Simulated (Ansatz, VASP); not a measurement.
# Two plane-wave programs on MgO

File INCAR:

```
PREC = Accurate
ENCUT = 520
EDIFF = 1E-6
ISMEAR = -1
SIGMA = 0.02
LREAL = F
LASPH = T
NELM = 60
ALGO = Normal
ISIF = 2
LWAVE = F
LCHARG = F
GGA = PE
NBANDS = 11
```

The input KPOINTS:

```
regular mesh
0
Gamma
  10 10 10
```

The input POSCAR:

```
MgO
1.0
    0.0000000000      2.2098942835      2.2098942835
    2.2098942835      0.0000000000      2.2098942835
    2.2098942835      2.2098942835      0.0000000000
Mg O
1 1
Direct
    0.0000000000      0.0000000000      0.0000000000
    0.2500000000      0.2500000000      0.2500000000
```

Input for Ansatz:

```yaml
crystal:
  lattice:
    - [0.0, 2.2098942835, 2.2098942835]
    - [2.2098942835, 0.0, 2.2098942835]
    - [2.2098942835, 2.2098942835, 0.0]
  atoms:
    - { symbol: Mg, position: [0.0, 0.0, 0.0] }
    - { symbol: O, position: [0.25, 0.25, 0.25] }
kpoints:
  mp_grid: { grid: [10, 10, 10] }
  band_path:
    path:
      - [0.0, 0.0, 0.0]
      - [-0.5, -0.5, 0.0]
      - [-0.375, -0.375, 0.25]
      - [-0.375, 0.0, 0.375]
      - [0.0, 0.0, 0.5]
      - [-0.5, -0.25, 0.25]
    npoints: 1
hamiltonian:
  xc: pbe
scf:
  occupations: { method: fermi_dirac, width: 0.02 }
  n_extra_bands: 4
output:
  forces: true
  stress: true
  eigenvalues: true
```

Change from the starting cell: hydrostatic strain -3.2%.

Alike in both runs: task single point; functional PBE; k mesh 10 × 10 × 10; occupations fermi-dirac, width 0.02 eV; no spin polarisation.

|  | VASP | Ansatz |
| --- | --- | --- |
| version | VASP 6.6.1 | Ansatz 0.2.0 |
| potentials or method | VASP PAW PBE potentials, release 64 (Mg, O) | plane waves, PAW |
| plane-wave cutoff (eV) | 520 | 420 |
| valence electrons in the cell | 8 | 16 |

```tsv
	VASP	Ansatz	Ansatz less VASP
gap on the k mesh at the Fermi level (eV)	4.22	4.23	+0.012
pressure (GPa)	18.7	18.9	+0.23
```

The two sets of potentials don't hold the same shells in valence.

Caveats: so large a pressure means that the cell lies far from this level's equilibrium, or that cutoff or potentials fall short (VASP).
